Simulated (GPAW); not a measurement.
Here is a GPAW 26.7.0 calculation.

Contents of run.py:

```python
from ase.eos import EquationOfState
from ase.io import Trajectory, read
from ase.units import GPa
from gpaw import GPAW, PW

atoms = read('POSCAR')

traj = Trajectory('eos.traj', 'w')
volumes, energies = [], []
for x in [0.94, 0.96, 0.98, 1.0, 1.02, 1.04, 1.06]:
    a = atoms.copy()
    a.set_cell(atoms.cell * x**(1 / 3), scale_atoms=True)
    calc = GPAW(mode=PW(600),
                xc={'name': 'BEEF-vdW', 'backend': 'libvdwxc'},
                kpts={'size': (11, 11, 11), 'gamma': True},
                occupations={'name': 'fermi-dirac', 'width': 0.05},
                nbands=7,
                convergence={'density': 1e-05, 'energy': 1e-05},
                maxiter=150,
                txt=f'eos-{x:.2f}.txt')
    a.calc = calc
    energies.append(a.get_potential_energy(force_consistent=True))
    volumes.append(a.get_volume())
    calc.write(f'eos-{x:.2f}.gpw')
    traj.write(a)
    print(f'{x:.2f} {volumes[-1]:10.4f} A^3 {energies[-1]:14.6f} eV', flush=True)

v0, e0, B = EquationOfState(volumes, energies, eos='birchmurnaghan').fit()
print(f'V0 = {v0:.4f} A^3, E0 = {e0:.6f} eV, B0 = {B / GPa:.2f} GPa')
```

File POSCAR:

```
Al
1.0
    0.0000000000      2.0248050000      2.0248050000
    2.0248050000      0.0000000000      2.0248050000
    2.0248050000      2.0248050000      0.0000000000
Al
1
Direct
    0.0000000000      0.0000000000      0.0000000000
```

Potentials or basis: GPAW PAW data sets (gpaw-data 1.2.1), pw.

Command:

```bash
$ OMP_NUM_THREADS=1 python run.py
```

Task: Predict the pressure derivative of the bulk modulus.

Result: 4.3.

Task: Predict the equilibrium volume.

Result: 16.56 Å³/atom.

Energy against volume, from the lowest point:
```
volume (Å³/atom)  energy (meV/atom)
          15.607              15.28
          15.939               6.21
          16.271               1.25
          16.603               0.00
          16.935               2.08
          17.267               7.14
          17.599              14.88
```

Caveat: the PAW data sets were made with another functional, which shifts forces and pressure a little.

**The experiment to reproduce.**

“The interpretation of polycrystalline coherent inelastic neutron scattering from aluminium”, 2013, pmc:3831299 quotes, for a bulk crystal of Al: bulk modulus 76.9 GPa.

Against the measured bulk modulus of Al, 76.9 GPa (quoted in “The interpretation of polycrystalline coherent inelastic neutron scattering from aluminium”, 2013, pmc:3831299), the calculated 81 GPa is off by +5.5 %. The fit is for a static lattice scaled at fixed shape and fixed fractional positions. The cell as given is a measured one (16.60 Å³/atom); BEEF-vdW puts the equilibrium volume -0.3 % from it, thermal expansion not counted.
